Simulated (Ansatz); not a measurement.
# ZnS under changes of volume

One of the cells (19.727 Å³/atom); the others are scaled copies at fixed shape and fractional positions:

```xyz
2
Lattice="0.0000 2.7020 2.7020 2.7020 0.0000 2.7020 2.7020 2.7020 0.0000" Properties=species:S:1:pos:R:3 pbc="T T T"
Zn    4.0530    4.0530    4.0530
S     0.0000    0.0000    0.0000
```

| Quantity | Value |
| --- | --- |
| Program | Ansatz 0.2.0 |
| Functional | PBEsol0 |
| Potentials or basis | Ansatz PAW |
| Cutoff | 420 eV (not typed: the program's choice for these potentials) |
| k mesh | 5 × 5 × 5 |
| Occupations | fermi-dirac, width 0.05 eV |
| Spin | no spin polarisation |

| volume (Å³/atom) | energy over the lowest point (meV/atom) | pressure (GPa) | gap on the mesh (eV) |
| --- | --- | --- | --- |
| 18.543 | 7.77 | 3.5 | 4.18 |
| 18.938 | 1.58 | 1.5 | 4.08 |
| 19.332 | 0.00 | -0.2 | 3.98 |
| 19.727 | 2.50 | -1.8 | 3.88 |
| 20.121 | 8.70 | -3.2 | 3.78 |
| 20.516 | ? | ? | ? |
| 20.910 | 30.63 | -5.6 | 3.60 |

Problem. What does the run at 20.516 Å³/atom give?

Solution. Energy over the lowest point 18.14 meV/atom; pressure -4.5 GPa; gap on the mesh 3.69 eV.

Worked out: A Birch-Murnaghan fit of order 3 (a polynomial in V^(-2/3)) to the other rows has its minimum at 19.28 Å³/atom with B0 = V·E''(V) = 83 GPa and B' = 4.4. It gives 18.20 meV/atom at 20.516 Å³/atom, against the run's 18.14, and -dE/dV = -4.5 GPa, against -4.5. A straight line through the other rows of the gap, of slope -4.85 eV per unit of ln V (its deformation potential), gives 3.69 eV, against the run's 3.69.

Energies are extrapolated to zero smearing.

Caveats: odd divisions of the mesh miss points on the zone boundary, where band edges often lie, so the gap on the mesh can be too wide; the PAW data sets come from PBE, with cores solved anew for the run's functional, which leaves a small shift of forces and pressure; the thresholds are loose for stress.
